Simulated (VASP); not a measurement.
Crystal: NaCl.

```
CELL_PARAMETERS angstrom
3.50219 0.00000 0.00000
0.00000 3.50219 0.00000
0.00000 0.00000 3.50219
ATOMIC_POSITIONS crystal
Cl 0.50000 0.50000 0.50000
Na 0.00000 0.00000 0.00000
```

Measurements of this composition are mostly on another form, of space group No. 225.

Base run:

| Item | Value |
| --- | --- |
| Program | VASP 6.6.1 |
| Functional | r2SCAN |
| Potentials or basis | VASP PAW PBE potentials, release 64 (Cl, Na_pv) |
| Cutoff | 520 eV |
| k mesh | 8 × 8 × 8 |
| Occupations | gaussian, width 0.02 eV |
| Spin | no spin polarisation |

Its results: band gap on the k mesh 4.81 eV, indirect (least direct gap 5.32 eV).

Task: The run is repeated on the same cell with these changes: functional from r2SCAN to LDA; potentials or basis from VASP PAW PBE potentials, release 64 (Cl, Na_pv) to VASP PAW LDA potentials, release 64 (Cl, Na_pv). What comes out?

Result: Band gap on the k mesh 3.61 eV, indirect (least direct gap 4.12 eV).
